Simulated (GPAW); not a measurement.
A run of GPAW 26.7.0:

The input run.py:

```python
import spglib
from ase import Atoms
from ase.dft.bandgap import bandgap
from ase.io import read, write
from ase.units import Bohr, GPa
from gpaw import GPAW, PW
from gpaw.elf import elf_from_dft_calculation

atoms = read('GaAs.cif')
cell, positions, numbers = spglib.find_primitive(
    (atoms.cell[:], atoms.get_scaled_positions(), atoms.numbers), symprec=1e-4)
atoms = Atoms(numbers, cell=cell, scaled_positions=positions, pbc=True)

calc = GPAW(mode=PW(510),
            xc='MGGA_X_SCAN+MGGA_C_SCAN',
            kpts={'size': (4, 4, 4), 'gamma': True},
            occupations={'name': 'fermi-dirac', 'width': 0.01},
            nbands=11,
            convergence={'density': 1e-05, 'energy': 1e-05},
            maxiter=150,
            txt='gpaw.txt')
atoms.calc = calc
energy = atoms.get_potential_energy()
forces = atoms.get_forces()
stress = atoms.get_stress()
calc.write('gs.gpw')
write('result.traj', atoms)
print(f'Energy: {energy:.6f} eV')
print('Forces (eV/A):')
print(forces.round(4))
print('Stress (GPa):', (stress / GPa).round(3))
print('Fermi level:', round(calc.get_fermi_level(), 4), 'eV')
print(f'Gap: {bandgap(calc)[0]:.4f} eV, direct: {bandgap(calc, direct=True)[0]:.4f} eV')

# fields on the real-space grid
write('density.cube', atoms, data=calc.get_pseudo_density() * Bohr**3)
write('potential.cube', atoms, data=calc.get_electrostatic_potential())
write('elf.cube', atoms, data=elf_from_dft_calculation(calc).data)
```

File GaAs.cif:

```cif
data_GaAs
_cell_length_a 5.65370000
_cell_length_b 5.65370000
_cell_length_c 5.65370000
_cell_angle_alpha 90.00000000
_cell_angle_beta 90.00000000
_cell_angle_gamma 90.00000000
_space_group_name_H-M_alt 'F-43m'
_space_group_name_Hall 'F -4 2 3'
_space_group_IT_number 216
loop_
_space_group_symop_operation_xyz
'x,y,z'
'y,-x,-z'
'-x,-y,z'
'-y,x,-z'
'x,-y,-z'
'y,x,z'
'-x,y,-z'
'-y,-x,z'
'z,x,y'
'-z,y,-x'
'z,-x,-y'
'-z,-y,x'
'-z,x,-y'
'z,y,x'
'-z,-x,y'
'z,-y,-x'
'y,z,x'
'-x,-z,y'
'-y,z,-x'
'x,-z,-y'
'-y,-z,x'
'x,z,y'
'y,-z,-x'
'-x,z,-y'
'x,y+1/2,z+1/2'
'y,-x+1/2,-z+1/2'
'-x,-y+1/2,z+1/2'
'-y,x+1/2,-z+1/2'
'x,-y+1/2,-z+1/2'
'y,x+1/2,z+1/2'
'-x,y+1/2,-z+1/2'
'-y,-x+1/2,z+1/2'
'z,x+1/2,y+1/2'
'-z,y+1/2,-x+1/2'
'z,-x+1/2,-y+1/2'
'-z,-y+1/2,x+1/2'
'-z,x+1/2,-y+1/2'
'z,y+1/2,x+1/2'
'-z,-x+1/2,y+1/2'
'z,-y+1/2,-x+1/2'
'y,z+1/2,x+1/2'
'-x,-z+1/2,y+1/2'
'-y,z+1/2,-x+1/2'
'x,-z+1/2,-y+1/2'
'-y,-z+1/2,x+1/2'
'x,z+1/2,y+1/2'
'y,-z+1/2,-x+1/2'
'-x,z+1/2,-y+1/2'
'x+1/2,y,z+1/2'
'y+1/2,-x,-z+1/2'
'-x+1/2,-y,z+1/2'
'-y+1/2,x,-z+1/2'
'x+1/2,-y,-z+1/2'
'y+1/2,x,z+1/2'
'-x+1/2,y,-z+1/2'
'-y+1/2,-x,z+1/2'
'z+1/2,x,y+1/2'
'-z+1/2,y,-x+1/2'
'z+1/2,-x,-y+1/2'
'-z+1/2,-y,x+1/2'
'-z+1/2,x,-y+1/2'
'z+1/2,y,x+1/2'
'-z+1/2,-x,y+1/2'
'z+1/2,-y,-x+1/2'
'y+1/2,z,x+1/2'
'-x+1/2,-z,y+1/2'
'-y+1/2,z,-x+1/2'
'x+1/2,-z,-y+1/2'
'-y+1/2,-z,x+1/2'
'x+1/2,z,y+1/2'
'y+1/2,-z,-x+1/2'
'-x+1/2,z,-y+1/2'
'x+1/2,y+1/2,z'
'y+1/2,-x+1/2,-z'
'-x+1/2,-y+1/2,z'
'-y+1/2,x+1/2,-z'
'x+1/2,-y+1/2,-z'
'y+1/2,x+1/2,z'
'-x+1/2,y+1/2,-z'
'-y+1/2,-x+1/2,z'
'z+1/2,x+1/2,y'
'-z+1/2,y+1/2,-x'
'z+1/2,-x+1/2,-y'
'-z+1/2,-y+1/2,x'
'-z+1/2,x+1/2,-y'
'z+1/2,y+1/2,x'
'-z+1/2,-x+1/2,y'
'z+1/2,-y+1/2,-x'
'y+1/2,z+1/2,x'
'-x+1/2,-z+1/2,y'
'-y+1/2,z+1/2,-x'
'x+1/2,-z+1/2,-y'
'-y+1/2,-z+1/2,x'
'x+1/2,z+1/2,y'
'y+1/2,-z+1/2,-x'
'-x+1/2,z+1/2,-y'
loop_
_atom_site_label
_atom_site_type_symbol
_atom_site_symmetry_multiplicity
_atom_site_Wyckoff_symbol
_atom_site_fract_x
_atom_site_fract_y
_atom_site_fract_z
_atom_site_occupancy
As1 As 4 c 0.2500000000 0.2500000000 0.2500000000 1
Ga1 Ga 4 a 0.0000000000 0.0000000000 0.0000000000 1
```

Potentials or basis: GPAW PAW data sets (gpaw-data 1.2.1), pw.

Run with:

```sh
$ OMP_NUM_THREADS=1 python run.py
```

Hardware: 1 thread of Arm Neoverse V2, on a shared host.

Q: How long does it take, and how much memory?

A: Run time: 9.7 s on 1 thread of Arm Neoverse V2 (shared host), peak memory 0.21 GiB. Counts: scf iterations 13, plane waves 1243, bands 11, k points 8.
